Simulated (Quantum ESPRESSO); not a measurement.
## Ti in Quantum ESPRESSO: the effect of functional

Ti:

```
Ti
1.0
    -1.64100    1.64100    1.64100
     1.64100   -1.64100    1.64100
     1.64100    1.64100   -1.64100
Ti
1
Direct
  0.00000 0.00000 0.00000
```

This isn't the form of Ti at room conditions, which is hcp.

Alike in all runs:

```yaml
Program: Quantum ESPRESSO 7.5
Task: phonon dispersion
Cutoff: 1143 eV
Density_cutoff: 4572 eV
k_mesh: 10 × 10 × 10
Occupations: cold, width 0.2 eV
Spin: no spin polarisation
```

Each run relaxes the cell or the atoms first.

One run gave: relaxed volume 17.25 Å³/atom; highest phonon frequency 212 cm⁻¹. Which functional did it use?
A. LDA
B. PBEsol
C. PBE

C.

```csv
functional,potentials or basis,relaxed volume (Å³/atom),highest phonon frequency (cm⁻¹)
LDA,PseudoDojo 0.4.1 SR LDA standard,15.81,235
PBE,PseudoDojo 0.4.1 SR PBE standard,17.25,212
PBEsol,PseudoDojo 0.4.1 SR PBEsol standard,16.52,223
```

Caveats: the mesh is thin for the phonons of a metal; some modes are imaginary.
